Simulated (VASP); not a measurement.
HfO2:

```
CELL_PARAMETERS angstrom
5.11800 0.00000 0.00000
0.00000 5.18570 0.00000
-0.85866 0.00000 5.21387
ATOMIC_POSITIONS crystal
Hf 0.27550 0.46030 0.70800
Hf 0.72450 0.96030 0.79200
Hf 0.72450 0.53970 0.29200
Hf 0.27550 0.03970 0.20800
O 0.07420 0.16840 0.84670
O 0.92580 0.66840 0.65330
O 0.92580 0.83160 0.15330
O 0.07420 0.33160 0.34670
O 0.44870 0.74190 0.98010
O 0.55130 0.24190 0.51990
O 0.55130 0.25810 0.01990
O 0.44870 0.75810 0.48010
```

| Property | Result |
| --- | --- |
| Program | VASP 6.6.1 |
| Task | relaxation of cell and atoms |
| Functional | PW91 |
| Potentials or basis | VASP PAW PBE potentials, release 64 (Hf_pv, O) |
| Cutoff | 600 eV |
| k mesh | 5 × 5 × 5 |
| Occupations | fermi-dirac, width 0.05 eV |
| Spin | no spin polarisation |

At the start: pressure 2.5 GPa; volume 11.53 Å³/atom.

Problem. Where does the relaxation end?

Solution. Over 9 steps the energy falls by 3.1 meV/atom and the volume is 11.65 Å³/atom (+1.0 %); space group P2_1/c (No. 14, to 0.05 Å).

Step by step:
| step | energy change (eV) | largest force (eV/Å) | pressure (GPa) | volume (Å³) |
| --- | --- | --- | --- | --- |
| 1 | 0.0000 | 0.4626 | 2.51 | 138.38 |
| 2 | 0.0065 | 0.4443 | -4.14 | 142.03 |
| 3 | -0.0257 | 0.1927 | -0.72 | 140.08 |
| 4 | -0.0343 | 0.0975 | 0.03 | 139.69 |
| 5 | -0.0343 | 0.0996 | 0.05 | 139.68 |
| 6 | -0.0365 | 0.0418 | 0.06 | 139.68 |
| 7 | -0.0372 | 0.0488 | 0.06 | 139.68 |
| 8 | -0.0375 | 0.0395 | 0.01 | 139.77 |
| 9 | -0.0376 | 0.0176 | 0.02 | 139.75 |

Final structure:
```
Hf O
1.0
     5.13352    0.00000   -0.01361
     0.00000    5.19471    0.00000
    -0.87519    0.00000    5.24278
Hf O
4 8
Direct
  0.27611 0.45750 0.70772
  0.72389 0.95750 0.79228
  0.72389 0.54250 0.29228
  0.27611 0.04250 0.20772
  0.06923 0.16741 0.84485
  0.93077 0.66741 0.65515
  0.93077 0.83259 0.15515
  0.06923 0.33259 0.34485
  0.44816 0.74238 0.97858
  0.55184 0.24238 0.52142
  0.55184 0.25762 0.02142
  0.44816 0.75762 0.47858
```

Caveat: the PAW data sets were made with another functional, which shifts forces and pressure a little.
